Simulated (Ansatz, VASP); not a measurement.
## Ni in VASP and in Ansatz

INCAR

```
PREC = Accurate
ENCUT = 520
EDIFF = 1E-7
ISMEAR = -1
SIGMA = 0.05
LREAL = F
LASPH = T
NELM = 100
ALGO = Normal
ISIF = 2
LWAVE = F
LCHARG = F
ISPIN = 2
MAGMOM = 1 1 1 1 1 1
LORBIT = 11
LMAXMIX = 4
LDIPOL = T
IDIPOL = 3
DIPOL = 0.5 0.5 0.500
GGA = PE
NBANDS = 43
```

Contents of KPOINTS:

```
Automatic mesh
0
Gamma
  12 12 1
```

POSCAR

```
Ni
1.0
    2.5002588676      0.0000000000      0.0000000000
   -1.2501294338      2.1652876954      0.0000000000
    0.0000000000      0.0000000000     25.2072640841
Ni
6
Direct
    0.6666666667      0.3333333333      0.2975332815
    0.3333333333      0.6666666667      0.3785199689
    0.0000000000      0.0000000000      0.4595066563
    0.6666666667      0.3333333333      0.5404933437
    0.3333333333      0.6666666667      0.6214800311
    0.0000000000      0.0000000000      0.7024667185
```

Contents of input.yaml:

```yaml
crystal:
  lattice:
    - [2.5002588676, 0.0, 0.0]
    - [-1.2501294338, 2.1652876954, 0.0]
    - [0.0, 0.0, 25.2072640841]
  atoms:
    - { symbol: Ni, position: [0.6666666667, 0.3333333333, 0.2975332815], spin: 1.0 }
    - { symbol: Ni, position: [0.3333333333, 0.6666666667, 0.3785199689], spin: 1.0 }
    - { symbol: Ni, position: [0.0, 0.0, 0.4595066563], spin: 1.0 }
    - { symbol: Ni, position: [0.6666666667, 0.3333333333, 0.5404933437], spin: 1.0 }
    - { symbol: Ni, position: [0.3333333333, 0.6666666667, 0.6214800311], spin: 1.0 }
    - { symbol: Ni, position: [0.0, 0.0, 0.7024667185], spin: 1.0 }
hamiltonian:
  xc: pbe
  pseudopotentials: { kind: paw }
magnetization:
  spin_polarized: true
kpoints:
  mp_grid: { grid: [12, 12, 1] }
scf:
  occupations: { method: fermi_dirac, width: 0.05 }
output:
  forces: true
  eigenvalues: true
efield:
  axis: 3
  dipole_correction: true
  ramp_width: 0.04
```

Alike in both runs: task single point; functional PBE; k mesh 12 × 12 × 1; occupations fermi-dirac, width 0.05 eV; collinear spin, ferromagnetic start.

|  | VASP | Ansatz |
| --- | --- | --- |
| version | VASP 6.6.1 | Ansatz 0.2.0 |
| potentials or method | VASP PAW PBE potentials, release 64 (Ni) | Ansatz PAW |
| plane-wave cutoff (eV) | 520 | 420 |
| valence electrons in the cell | 60 | 108 |

Ansatz gave:

| Item | Value |
| --- | --- |
| gap on the k mesh at the Fermi level (eV) | none |
| rms of the force components (eV/Å) | 0.093 |
| net moment per atom (μB) | 0.66 |
| size of the moment on the site where the two differ most (μB) | 0.69 |
| work function, face that differs most (eV) | 5.03 |

Question: What did VASP give for the same quantities?

Answer: gap on the k mesh at the Fermi level (eV): none; rms of the force components (eV/Å): 0.092; net moment per atom (μB): 0.65; size of the moment on the site where the two differ most (μB): 0.65; work function, face that differs most (eV): 5.01.

Site moments also hang on the region over which each program counts them. Atom by atom the forces differ by 0.001 eV/Å (rms over components). A gap of «none» marks a metal or a gap that the smearing closes. With one functional, cell and mesh, what is left measures potentials, basis and numerics. The two sets of potentials don't hold the same shells in valence.
